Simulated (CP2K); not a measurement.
# TiO2 (Anatase) (I4_1/amd) in CP2K: a series of runs

One crystal, TiO2 (Anatase), is run at these levels: rev-vdW-DF2, vdW-DF-cx, PW91, MS2; tasks: atomic charges.

Everything below comes from runs of CP2K 2026.2. Logs are shortened: lines on timing, memory, paths and dates and some standing lists are left out, and cuts for length are marked.

### 1 The structure

It takes space group I4_1/amd (No. 141, tetragonal). The conventional cell has a = 3.784 Å, b = 3.784 Å, c = 9.515 Å, α = 90.00°, β = 90.00°, γ = 90.00°. Ti (site symmetry -4m2) is surrounded by 6 O at 1.93 to 1.98 Å. O (site symmetry 2mm) has 3 Ti at 1.93 to 1.98 Å as nearest neighbours.

### 2 Atomic charges, rev-vdW-DF2

The input, tio2_charges.inp:

```
&GLOBAL
  PROJECT tio2_charges
  RUN_TYPE ENERGY_FORCE
  PRINT_LEVEL LOW
&END GLOBAL
&FORCE_EVAL
  METHOD QS
  STRESS_TENSOR ANALYTICAL
  &DFT
    BASIS_SET_FILE_NAME BASIS_MOLOPT_UZH
    POTENTIAL_FILE_NAME POTENTIAL_UZH
    &MGRID
      CUTOFF 850
      REL_CUTOFF 60
      NGRIDS 4
    &END MGRID
    &QS
      METHOD GPW
      EPS_DEFAULT 1.0E-10
    &END QS
    &KPOINTS
      SCHEME MONKHORST-PACK 10 10 10
      GAMMA_CENTERED T
      SYMMETRY T
      SYMMETRY_BACKEND SPGLIB
    &END KPOINTS
    &SCF
      SCF_GUESS ATOMIC
      EPS_SCF 1.0E-6
      MAX_SCF 100
      ADDED_MOS 24
      CHOLESKY OFF
      EPS_EIGVAL 1.0E-7
      &DIAGONALIZATION ON
        ALGORITHM STANDARD
      &END DIAGONALIZATION
      &MIXING ON
        METHOD BROYDEN_MIXING
        ALPHA 0.4
        BETA 1.5
        NBUFFER 8
      &END MIXING
      &SMEAR ON
        METHOD FERMI_DIRAC
        ELECTRONIC_TEMPERATURE [K] 580.226
      &END SMEAR
    &END SCF
    &XC
      &XC_FUNCTIONAL
        &GGA_X_B86_R
        &END GGA_X_B86_R
        &LDA_C_PW
        &END LDA_C_PW
      &END XC_FUNCTIONAL
      &VDW_POTENTIAL
        POTENTIAL_TYPE NON_LOCAL
        &NON_LOCAL
          TYPE LMKLL
          KERNEL_FILE_NAME vdW_kernel_table.dat
          CUTOFF 150
        &END NON_LOCAL
      &END VDW_POTENTIAL
    &END XC
    &PRINT
      &KPOINTS ON
      &END KPOINTS
      &MULLIKEN ON
      &END MULLIKEN
      &MO ON
        ENERGIES T
        OCCUPATION_NUMBERS T
        &EACH
          QS_SCF 0
        &END EACH
        ADD_LAST NUMERIC
      &END MO
      &LOWDIN ON
      &END LOWDIN
      &HIRSHFELD ON
        SHAPE_FUNCTION GAUSSIAN
      &END HIRSHFELD
      &VORONOI ON
        VORONOI_RADII COVALENT
      &END VORONOI
    &END PRINT
  &END DFT
  &SUBSYS
    &CELL
      A 5.4582037439 0.0000000000 0.0000000000
      B 2.8345989259 4.6644439153 0.0000000000
      C -4.1464013349 -2.3322219577 2.6758334814
      PERIODIC XYZ
    &END CELL
    &COORD
      Ti  2.7291018720 -0.0000000000 1.3379167407
      Ti  0.0000000000 0.0000000000 0.0000000000
      O   6.5670704342 3.6937731365 0.0000000000
      O   1.0033696364 -0.9706707788 1.3379167407
      O   4.4548341075 0.9706707787 1.3379167407
      O   1.7257322356 0.9706707788 0.0000000000
    &END COORD
    &KIND Ti
      BASIS_SET DZVP-MOLOPT-PBE-GTH-q12
      POTENTIAL GTH-PBE-q12
    &END KIND
    &KIND O
      BASIS_SET DZVP-MOLOPT-PBE-GTH-q6
      POTENTIAL GTH-PBE-q6
    &END KIND
    &PRINT
      &ATOMIC_COORDINATES ON
      &END ATOMIC_COORDINATES
      &CELL ON
      &END CELL
      &SYMMETRY ON
      &END SYMMETRY
    &END PRINT
  &END SUBSYS
  &PRINT
    &FORCES ON
    &END FORCES
    &STRESS_TENSOR ON
    &END STRESS_TENSOR
  &END PRINT
&END FORCE_EVAL
```

Potentials or basis: POTENTIAL_UZH Ti GTH-PBE-q12, O GTH-PBE-q6; DZVP-MOLOPT-PBE-GTH basis.

Run with:

```bash
$ OMP_NUM_THREADS=1 cp2k.psmp -i tio2_charges.inp -o tio2_charges.out
```

tio2_charges.out:

```text

 CP2K| version string:                                       CP2K version 2026.2
 CP2K| Input file name                                          tio2_charges.inp

 GLOBAL| Force Environment number                                              1
 GLOBAL| Basis set file name                                    BASIS_MOLOPT_UZH
 GLOBAL| Potential file name                                       POTENTIAL_UZH
 GLOBAL| MM Potential file name                                     MM_POTENTIAL
 GLOBAL| Coordinate file name                                      __STD_INPUT__
 GLOBAL| Method name                                                        CP2K
 GLOBAL| Project name                                               tio2_charges
 GLOBAL| Run type                                                   ENERGY_FORCE
 GLOBAL| FFT library                                                       FFTW3
 GLOBAL| Diagonalization library                                       ScaLAPACK
 GLOBAL| Cholesky decomposition library                                ScaLAPACK
 GLOBAL| DGEMM library                                                      BLAS
 GLOBAL| Direct generalized diagonalization requested                          F
 GLOBAL| Matrix multiplication library                                 ScaLAPACK
 GLOBAL| Global print level                                                  LOW
 GLOBAL| Total number of message passing processes                             1
 GLOBAL| Number of threads for this process                                    1
 GLOBAL| CPU model name                                                  UNKNOWN

 CELL| Volume [angstrom^3]:                                            68.125343
 CELL| Vector a [angstrom]:       5.458     0.000     0.000   |a| =     5.458204
 CELL| Vector b [angstrom]:       2.835     4.664     0.000   |b| =     5.458204
 CELL| Vector c [angstrom]:      -4.146    -2.332     2.676   |c| =     5.458204
 CELL| Angle (b,c), alpha [degree]:                                   139.434593
 CELL| Angle (a,c), beta  [degree]:                                   139.434593
 CELL| Angle (a,b), gamma [degree]:                                    58.712803
 CELL| Numerically orthorhombic:                                              NO
 CELL| Periodicity                                                           XYZ

 CELL_REF| Volume [angstrom^3]:                                        68.125343
 CELL_REF| Vector a [angstrom     5.458     0.000     0.000   |a| =     5.458204
 CELL_REF| Vector b [angstrom     2.835     4.664     0.000   |b| =     5.458204
 CELL_REF| Vector c [angstrom    -4.146    -2.332     2.676   |c| =     5.458204
 CELL_REF| Angle (b,c), alpha [degree]:                               139.434593
 CELL_REF| Angle (a,c), beta  [degree]:                               139.434593
 CELL_REF| Angle (a,b), gamma [degree]:                                58.712803
 CELL_REF| Numerically orthorhombic:                                          NO
 CELL_REF| Periodicity                                                       XYZ
[... 10 lines left out ...]

  Total number of            - Atomic kinds:                                   2
                             - Atoms:                                          6
                             - Shell sets:                                     6
[... 161 lines left out ...]
 MO|      6              -1.000455             -27.223755               2.000000
[... 742 lines left out ...]
 MO|     47               1.138589              30.982590               0.000000
 MO|     48               1.176424              32.012118               0.000000
 MO| Sum:                                                              48.000000
 MO| E(Fermi):            0.237362 a.u.          6.458943 eV

 [... the levels of further k-points ...]

 !-----------------------------------------------------------------------------!
                     Mulliken Population Analysis

 #  Atom  Element  Kind  Atomic population                           Net charge
       1     Ti       1         11.000471                              0.999529
       2     Ti       1         11.000562                              0.999438
       3     O        2          6.499726                             -0.499726
       4     O        2          6.499757                             -0.499757
       5     O        2          6.499758                             -0.499758
       6     O        2          6.499726                             -0.499726
 # Total charge                             48.000000                  0.000000

 !-----------------------------------------------------------------------------!

 !-----------------------------------------------------------------------------!
                           Hirshfeld Charges

  #Atom  Element  Kind  Ref Charge     Population                    Net charge
      1       Ti     1      12.000         12.968                        -0.968
      2       Ti     1      12.000         12.968                        -0.968
      3       O      2       6.000          5.516                         0.484
      4       O      2       6.000          5.516                         0.484
      5       O      2       6.000          5.516                         0.484
      6       O      2       6.000          5.516                         0.484

  Total Charge                                                           -0.000
 !-----------------------------------------------------------------------------!

 VORONOI| Collecting electron density from MPI ranks and sending to library...
 VORONOI| Voronoi integration finished.

 LOWDIN POPULATION ANALYSIS

 #  Atom  Element  Kind  Atomic population                           Net charge
       1     Ti       1         12.739249                             -0.739249
       2     Ti       1         12.739263                             -0.739263
       3     O        2          5.671131                              0.328869
       4     O        2          5.589617                              0.410383
       5     O        2          5.671126                              0.328874
       6     O        2          5.589614                              0.410386
 # Total charge                             48.000000                  0.000000

 ENERGY| Total FORCE_EVAL ( QS ) energy [hartree]           -180.771508778825194

 FORCES| Atomic forces [hartree/bohr]
 FORCES|   Atom     x               y               z               |f|
 FORCES|      1  4.80097647E-06 -8.47001689E-06  6.71608437E-07   9.75918127E-06
 FORCES|      2 -8.32501826E-06  1.47608451E-05 -7.00152288E-07   1.69610934E-05
 FORCES|      3 -1.94393048E-03 -1.02251509E-03  4.43126942E-05   2.19689927E-03
 FORCES|      4 -2.62047712E-03 -1.54020834E-03  5.91336696E-05   3.04017086E-03
 FORCES|      5  2.67749013E-03  1.43901440E-03 -5.87707197E-05   3.04025818E-03
 FORCES|      6  1.88357189E-03  1.12962595E-03 -4.46451330E-05   2.19679108E-03
 FORCES| Sum    -6.86962294E-06  1.22077459E-05  1.96724088E-09
 FORCES| Total atomic force                                       1.40078829E-05

 STRESS| Analytical stress tensor [bar]
 STRESS|                        x                   y                   z
 STRESS|      x        4.14631014236E+04   3.97917757988E+03   4.21462029144E+02
 STRESS|      y        3.97917757988E+03   3.66253831521E+04   2.37168829791E+02
 STRESS|      z        4.21462029144E+02   2.37168829791E+02   3.44108345312E+04
 STRESS| 1/3 Trace                                             3.74997730356E+04
 STRESS| Determinant                                           5.17034626511E+13

 STRESS| Eigenvectors and eigenvalues of the analytical stress tensor [bar]
 STRESS|                        1                   2                   3
 STRESS| Eigenvalues   3.43857185761E+04   3.43875639834E+04   4.37260365474E+04
 STRESS|      x          -0.011453281954     -0.492130775138      0.870445933126
 STRESS|      y          -0.085154324194      0.867820787348      0.489526119955
 STRESS|      z           0.996301943892      0.068515554507      0.051846459735
```

voronoi:

```text
[... 8 lines left out ...]
     5     8        0.7500000000        4.4548341075        0.9706707787        1.3379167407        8.0961763499        6.0000000000        0.2460345049      -14.3029230558       -8.4465369309       -0.3434233741        0.0248575058        0.0146795057        0.0005968464       -0.0078809569        0.0000712563       -0.0012887529        0.0000712563       -0.0079675751        0.0022928211       -0.0012887529        0.0022928211       -0.0080075407
     6     8        0.7500000000        1.7257322356        0.9706707788        0.0000000000        8.1000011190        6.0000000000        0.2417316665      -14.1038933790       -7.7098562947       -0.4499011358        0.0244932896        0.0133891925        0.0007813133       -0.0078924039        0.0000721008        0.0012866304        0.0000721008       -0.0079782992       -0.0022903597        0.0012866304       -0.0022903597       -0.0080212247
```

Wall time 2.9 min (1 thread of Arm Neoverse V2, shared host); peak memory 0.98 GiB.

Results:

| Quantity | Value |
| --- | --- |
| Free energy | -4919.0429 eV |
| Pressure | 3.7 GPa |
| Largest force | 0.156 eV/Å |
| Band gap on the k mesh | 2.06 eV, indirect (least direct gap 2.41 eV) |
| Mulliken charges | Ti +1.00; O -0.50 e |
| Hirshfeld charges | Ti -0.97; O +0.48 e |
| Voronoi charges | Ti -0.49; O +0.24, +0.25 e |

Forces on the atoms (eV/Å):
```
Ti   0.000  0.000  0.000
Ti   0.000  0.001  0.000
O   -0.100 -0.053  0.002
O   -0.135 -0.079  0.003
O    0.138  0.074 -0.003
O    0.097  0.058 -0.002
```

Stress tensor (GPa, compression positive):
```
4.15 0.40 0.04
0.40 3.66 0.02
0.04 0.02 3.44
```

Caveat: Hirshfeld charges from Gaussian shapes aren't those from atomic densities; Mulliken charges move with the basis; the potentials were made for another functional, which shifts forces and pressure; the basis of atomic orbitals isn't converged, which shifts pressures, moduli and gaps.

(Part 1 of 2 ends here.)
